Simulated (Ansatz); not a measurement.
## Evanescent states of NaBr (Fm-3m, rock salt, 2 atoms a cell, 26.0 Å³ an atom) along the normal of (111)

The numbers are results of r2SCAN (plane waves, PAW; Ansatz, an electronic-structure program), not measurements.

No gap correction and no spin-orbit coupling; mid-gap is the computed energy nearest the middle.

Energies count from the valence-band top; κ is the least over a 12×12 mesh across the current.

```
E (eV)     κ (1/Å)  where
------  ----------  -----
0.12         0.110      Γ
0.34         0.182      Γ
0.57         0.227      Γ
0.81         0.258      Γ
1.03         0.282      Γ
1.26    (withheld)      Γ
1.50    (withheld)      Γ
1.73    (withheld)      Γ
1.96    (withheld)      Γ
2.19    (withheld)      Γ
2.42    (withheld)      Γ
2.65    (withheld)      Γ
2.88    (withheld)      Γ
3.10    (withheld)      Γ
3.33    (withheld)      Γ
3.56    (withheld)      Γ
3.79    (withheld)      Γ
4.03         0.260      Γ
4.25         0.234      Γ
4.49         0.202      Γ
4.71         0.157      Γ
4.95         0.082      Γ
```

Question: Complete the blanks.

Answer: 
- 1.26, κ (1/Å): 0.299
- 1.50, κ (1/Å): 0.313
- 1.73, κ (1/Å): 0.322
- 1.96, κ (1/Å): 0.328
- 2.19, κ (1/Å): 0.332
- 2.42, κ (1/Å): 0.332
- 2.65, κ (1/Å): 0.330
- 2.88, κ (1/Å): 0.326
- 3.10, κ (1/Å): 0.319
- 3.33, κ (1/Å): 0.309
- 3.56, κ (1/Å): 0.296
- 3.79, κ (1/Å): 0.280
